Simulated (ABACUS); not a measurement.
# MgO (Fm-3m) in ABACUS: a series of runs

The runs below take MgO through single point, relaxation of cell and atoms, with OLYP, rSCAN, M06-L.

Everything below comes from runs of ABACUS 3.10.1. Logs are shortened: lines on timing, memory, paths and dates and some standing lists are left out, and cuts for length are marked.

**Experimental background.**

From “Electronic structure of alkaline earth and post-transition metal oxides”, 2009, arxiv:0908.1581, for a bulk crystal of MgO: band gap 7.83 eV.

The results are compared with them further down.

### 1 The structure

Symmetry: Fm-3m, No. 225, cubic system. Conventional cell: a = 4.194 Å, b = 4.194 Å, c = 4.194 Å, α = 90.00°, β = 90.00°, γ = 90.00°. Mg (site symmetry m-3m) is surrounded by 6 O at 2.10 Å. Around O (site symmetry m-3m) lie 6 Mg at 2.10 Å.

The cell is a database's computed one.

### 2 Single point, OLYP

File INPUT:

```
INPUT_PARAMETERS
suffix              MgO
calculation         scf
basis_type          pw
pseudo_dir          ./
symmetry            1
dft_functional      GGA_X_OPTX+GGA_C_LYP
ecutwfc             40
pseudo_rcut         10
nspin               1
nbands              18
ks_solver           dav
smearing_method     fd
smearing_sigma      0.00367493
scf_thr             1e-08
scf_nmax            100
mixing_type         broyden
mixing_beta         0.7
cal_force           1
cal_stress          1
ecutrho             320
out_chg             1
out_pot             2
out_elf             0
kpar                4
```

File STRU:

```
ATOMIC_SPECIES
Mg 24.3050 mg_pbe_v1.4.uspp.F.UPF
O 15.9990 o_pbe_v1.2.uspp.F.UPF

LATTICE_CONSTANT
1.8897261246

LATTICE_VECTORS
0.0000000000 2.0970013927 2.0970013927
2.0970013927 0.0000000000 2.0970013927
2.0970013927 2.0970013927 0.0000000000

ATOMIC_POSITIONS
Direct

Mg
0.0
1
0.0000000000 0.0000000000 0.0000000000 1 1 1

O
0.0
1
0.5000000000 0.5000000000 0.5000000000 1 1 1
```

File KPT:

```
K_POINTS
0
Gamma
9 9 9 0 0 0
```

Potentials or basis: GBRV ultrasoft 1.5 PBE, plane waves.

The run is started by

```
$ OMP_NUM_THREADS=1 mpirun -np 4 abacus > log
```

running log:

```text
ABACUS v3.10.1

               Atomic-orbital Based Ab-initio Computation at UStc

 ------------------------------------------------------------------------------------

 READING GENERAL INFORMATION
                           global_out_dir = OUT.MgO/
                           global_in_card = INPUT
                               pseudo_dir = ./
                              orbital_dir =
                                    DSIZE = 4
                                    GSIZE = 1
[... 5 lines left out ...]

 READING ATOM TYPE 1
                               atom label = Mg
                      L=0, number of zeta = 1
                      L=1, number of zeta = 1
                      L=2, number of zeta = 1
             number of atom for this type = 1

 READING ATOM TYPE 2
                               atom label = O
                      L=0, number of zeta = 1
                      L=1, number of zeta = 1
                      L=2, number of zeta = 1
             number of atom for this type = 1

                        TOTAL ATOM NUMBER = 2
DIRECT COORDINATES
    atom                   x                   y                   z     mag                  vx                  vy                  vz
taud_Mg1            0.0000000000        0.0000000000        0.0000000000  0.0000        0.0000000000        0.0000000000        0.0000000000
taud_O1            0.5000000000        0.5000000000        0.5000000000  0.0000        0.0000000000        0.0000000000        0.0000000000

                          Volume (Bohr^3) = 124.458
                             Volume (A^3) = 18.4427

 Lattice vectors: (Cartesian coordinate: in unit of a_0)
                   +0              +2.097              +2.097
               +2.097                  +0              +2.097
               +2.097              +2.097                  +0
 Reciprocal vectors: (Cartesian coordinate: in unit of 2 pi/a_0)
            -0.238436           +0.238436           +0.238436
            +0.238436           -0.238436           +0.238436
            +0.238436           +0.238436           -0.238436
 The esolver type has been set to : ksdft_pw

                PAO radial cut off (Bohr) = 10

 Read in pseudopotential file is mg_pbe_v1.4.uspp.F.UPF
                     pseudopotential type = US
          exchange-correlation functional = PBE
                 nonlocal core correction = 0
                        valence electrons = 10
                                     lmax = 2
                           number of zeta = 3
                     number of projectors = 7
                           L of projector = 0
                           L of projector = 0
                           L of projector = 0
                           L of projector = 1
                           L of projector = 1
                           L of projector = 2
                           L of projector = 2
 XC functional updated to : GGA_X_OPTX+GGA_C_LYP
          exchange-correlation functional = GGA_X_OPTX+GGA_C_LYP
[... 183 lines left out ...]
 SETUP NONLOCAL PSEUDOPOTENTIALS IN PLANE WAVE BASIS
 Mg non-local projectors:
 projector 1 L=0
 projector 2 L=0
 projector 3 L=0
 projector 4 L=1
 projector 5 L=1
 projector 6 L=2
 projector 7 L=2
 O non-local projectors:
 projector 1 L=0
 projector 2 L=0
 projector 3 L=1
 projector 4 L=1
 projector 5 L=2
      TOTAL NUMBER OF NONLOCAL PROJECTORS = 32

 Init Non-Local PseudoPotential table :
 Init Non-Local-Pseudopotential done.

                                     npwx = 540

 Make real space PAO into reciprocal space.
       max mesh points in Pseudopotential = 713
     dq(describe PAO in reciprocal space) = 0.01
                                    max q = 763

 number of pseudo atomic orbitals for Mg is 3
WARNING: norm of atomic wavefunction # 3 of atomic type Mg is 0.999933, renormalized

 number of pseudo atomic orbitals for O is 2

 -------------------------------------------
 SELF-CONSISTENT
 -------------------------------------------
                                 init_chg = atomic

 PW ALGORITHM --------------- ION=   1  ELEC=   1--------------------------------

 Density error is 0.427486749851
                          Error Threshold = 0.01
----------------------------------------------------------
     Energy           Rydberg                 eV
----------------------------------------------------------
 E_KohnSham     -158.0029638791      -2149.7406096439
 E_Harris       -159.0261657299      -2163.6619850186
 E_Fermi        0.6278605318         8.5424807825
----------------------------------------------------------
[... 63 lines left out ...]
 Density error is 5.72925776497e-09
                          Error Threshold = 5.61733179722e-10
----------------------------------------------------------
     Energy           Rydberg                 eV
----------------------------------------------------------
 E_KohnSham     -158.1615369859      -2151.8981074462
 E_KS(sigma->0) -158.1615369859      -2151.8981074462
 E_Harris       -158.1613431774      -2151.8954705454
 E_band         -21.7494232418       -295.9160843025
 E_one_elec     -86.5856033823       -1178.0575707679
 E_Hartree      48.5015668485        659.8976710673
 E_xc           -24.9027347610       -338.8190885324
 E_Ewald        -95.1747656911       -1294.9191192132
 E_entropy(-TS) 0.0000000000         0.0000000000
 E_descf        0.0000000000         0.0000000000
 E_exx          0.0000000000         0.0000000000
 E_Fermi        0.7906536558         10.7573948630
----------------------------------------------------------

 charge density convergence is achieved
 final etot is -2151.8981074 eV
 EFERMI = 10.757394863 eV
The vacuum level is 6.0255855769 eV

 STATE ENERGY(eV) AND OCCUPATIONS    NSPIN == 1
 1/9 kpoint (Cartesian) = 0.0000 0.0000 0.0000 (531 pws)
       1       -64.6236     0.00274348
       2       -31.3215     0.00274348
       3       -31.3215     0.00274348
       4       -31.3215     0.00274348
       5       -9.12295     0.00274348
       6        8.13085     0.00274348
[... 98 lines left out ...]
       5       -8.94753      0.0164609
       6        7.32335      0.0164609
[... 10 lines left out ...]
      17        33.9273        0.00000
      18        35.0939        0.00000

[... levels at 3 further k points ...]

------------------------------------------------------------------------------------------
 TOTAL-FORCE (eV/Angstrom)
------------------------------------------------------------------------------------------
                       Mg1         0.0000000000         0.0000000000         0.0000000000
                        O1         0.0000000000         0.0000000000         0.0000000000
------------------------------------------------------------------------------------------

----------------------------------------------------------------
 TOTAL-STRESS (KBAR)
----------------------------------------------------------------
        93.8833919257        -0.0000000000         0.0000000000
         0.0000000000        93.8833919257        -0.0000000000
        -0.0000000000         0.0000000000        93.8833919257
----------------------------------------------------------------
 TOTAL-PRESSURE: 93.883392 KBAR

 --------------------------------------------
 !FINAL_ETOT_IS -2151.8981074462062679 eV
 --------------------------------------------
```

stdout:

```text
ABACUS v3.10.1

               Atomic-orbital Based Ab-initio Computation at UStc

 dft_functional readin is: GGA_X_OPTX+GGA_C_LYP
 dft_functional in pseudopot file is: PBE
 Please make sure this is what you need
 dft_functional readin is: GGA_X_OPTX+GGA_C_LYP
[... 42 lines left out ...]
 DA7     -2.15189811e+03  -3.60264508e-07   5.7293e-09   0.28
----------------------------------------------------------------
 TOTAL-STRESS (KBAR)
----------------------------------------------------------------
        93.8833919257        -0.0000000000         0.0000000000
         0.0000000000        93.8833919257        -0.0000000000
        -0.0000000000         0.0000000000        93.8833919257
----------------------------------------------------------------
 TOTAL-PRESSURE: 93.883392 KBAR
```

Wall time 5.5 s (4 MPI ranks of Intel Xeon Platinum 8559C (Emerald Rapids), shared host); peak memory 0.48 GiB.

Results:

- Free energy: -2151.8981 eV
- Pressure: 9.4 GPa
- Band gap on the k mesh: 5.27 eV, direct

Levels at points of the mesh, in eV from the valence-band top:
```
           k point  band 4  band 5  band 6  band 7  band 8  band 9  band 10  band 11  band 12  band 13
(0.00, 0.00, 0.00)  -39.45  -17.25    0.00    0.00    0.00    5.27    16.30    16.30    16.30    20.15
```

Caveat: the potentials were made for another functional, which shifts forces and pressure.

### 3 Single point, rSCAN

INPUT, as its differences from that of step 2:

```diff
@@ -6,4 +6,4 @@
 symmetry            1
-dft_functional      GGA_X_OPTX+GGA_C_LYP
-ecutwfc             40
+dft_functional      MGGA_X_RSCAN+MGGA_C_RSCAN
+ecutwfc             97
 pseudo_rcut         10
@@ -20,6 +20,4 @@
 cal_stress          1
-ecutrho             320
+mixing_tau          1
 out_chg             1
-out_pot             2
-out_elf             0
 kpar                4
```

STRU, as its differences from that of step 2:

```diff
@@ -1,4 +1,4 @@
 ATOMIC_SPECIES
-Mg 24.3050 mg_pbe_v1.4.uspp.F.UPF
-O 15.9990 o_pbe_v1.2.uspp.F.UPF
+Mg 24.3050 Mg_ONCV_PBE-1.2.upf
+O 15.9990 O_ONCV_PBE-1.2.upf
```

File KPT:

```
K_POINTS
0
Gamma
7 7 7 0 0 0
```

Potentials or basis: SG15 ONCV 1.2 PBE, plane waves.

The run is started by

```
$ OMP_NUM_THREADS=1 mpirun -np 4 abacus > log
```

Run time: 11 s. Hardware: 4 MPI ranks of Intel Xeon Platinum 8375C at 2.90GHz (Ice Lake), shared host; peak memory 0.28 GiB.

Results (log left out):

```yaml
Free_energy: -1919.0005 eV
Pressure: 0.5 GPa
Band_gap_on_the_k_mesh: 5.64 eV, direct
```

Levels at points of the mesh, in eV from the valence-band top:
```
           k point  band 5  band 6  band 7  band 8  band 9  band 10  band 11  band 12
(0.00, 0.00, 0.00)  -18.37    0.00    0.00    0.00    5.64    16.94    16.94    16.94
```

Caveat: the potentials were made for another functional, which shifts forces and pressure.

(Part 1 of 2 ends here.)
